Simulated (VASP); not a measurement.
Set up this calculation in VASP 6.6.1, as the native input.

* Task: relaxation of cell and atoms
* Functional: LDA
* Potentials or basis: VASP PAW LDA potentials, release 64 (Se, Ti_sv)
* Cutoff: 600 eV
* k mesh: 12 × 12 × 1
* Occupations: gaussian, width 0.03 eV
* Spin: no spin polarisation
* Further INCAR settings: ALGO = Normal; EDIFF = 1e-06; IBRION = 2; EDIFFG = -0.01; NSW = 90; ISIF = 3

The structure of TiSe2 lies in POSCAR:

```
TiSe2
1.0
    3.5360000000      0.0000000000      0.0000000000
   -1.7680000000      3.0622658300      0.0000000000
    0.0000000000      0.0000000000     21.0644416000
Se Ti
2 1
Direct
    0.6666666700      0.3333333300      0.4272603200
    0.3333333300      0.6666666700      0.5727396800
    0.0000000000      0.0000000000      0.5000000000
```

These files were run (other wordings do the same):

INCAR

```
ALGO     = Normal         # electronic algorithm
EDIFF    = 1E-6           # SCF threshold, eV
EDIFFG   = -0.01          # ionic threshold
ENCUT    = 600            # plane-wave cutoff, eV
IBRION   = 2              # ionic algorithm
ISIF     = 3              # what is computed and relaxed
ISMEAR   = 0              # smearing method
LASPH    = True           # aspherical terms in the spheres
LATTICE_CONSTRAINTS= .TRUE. .TRUE. .FALSE.
LCHARG   = False          # write CHGCAR
LREAL    = False          # projectors in reciprocal space
LWAVE    = False          # write WAVECAR
NELM     = 80             # most SCF steps
NSW      = 90             # ionic steps
PREC     = Accurate       # precision mode
SIGMA    = 0.03           # smearing width, eV
```

KPOINTS

```
k-points
0
Gamma
  12 12 1
```

Potentials or basis: VASP PAW LDA potentials, release 64 (Se, Ti_sv).

Run with:

```console
$ cat potpaw_LDA.64/Se/POTCAR potpaw_LDA.64/Ti_sv/POTCAR > POTCAR
$ mpirun -np 1 vasp_std > vasp.out
```

Results of the run:

```yaml
Relaxed_volume: 71.29 Å³/atom
Relaxed_cell: a = 3.424 Å, b = 3.424 Å, c = 21.064 Å, α = 90.00°, β = 90.00°, γ = 120.00°
Space_group_after_relaxing_to_0.05_Å: P-3m1 (No. 164)
Energy_gained_by_relaxing: 20.7 meV/atom
Ionic_steps: 8
Band_gap_on_the_k_mesh: none (metal or under the smearing width)
```

Wall time 5.1 min on 1 thread of AMD EPYC 9R45 (Zen 5), on a shared host, peak memory 0.31 GiB.
